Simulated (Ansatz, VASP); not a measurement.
# One calculation of TiTe2, two programs

```
Ti Te
1.0
     3.77700    0.00000    0.00000
    -1.88850    3.27098    0.00000
     0.00000    0.00000    6.49800
Ti Te
1 2
Direct
  0.00000 0.00000 0.00000
  0.66667 0.33333 0.26280
  0.33333 0.66667 0.73720
```

Alike in both runs: task relaxation of cell and atoms; functional PBE; dispersion D3(BJ); k mesh 15 × 15 × 8; occupations gaussian, width 0.1 eV; no spin polarisation.

```csv
,VASP,Ansatz
version,VASP 6.6.1,Ansatz 0.2.0
potentials or method,"VASP PAW PBE potentials, release 64 (Ti_sv, Te)","scalar-relativistic, plane waves, PAW"
plane-wave cutoff (eV),600,420
valence electrons in the cell,24,44
```

```tsv
	VASP	Ansatz	Ansatz less VASP
gap on the k mesh at the Fermi level, each at its own relaxed structure (eV)	none	none	-
relaxed volume (Å³/atom)	25.14	25.17	+0.033
relaxed cell length with the largest relative difference (Å)	6.380	6.383	+0.0032
energy change over the relaxation (meV/atom)	-12	-11	+0.6
```

A gap of «none» marks a metal or a gap that the smearing closes. The two sets of potentials don't hold the same shells in valence.

The runs have no spin-orbit coupling, so splittings on Te are missing.
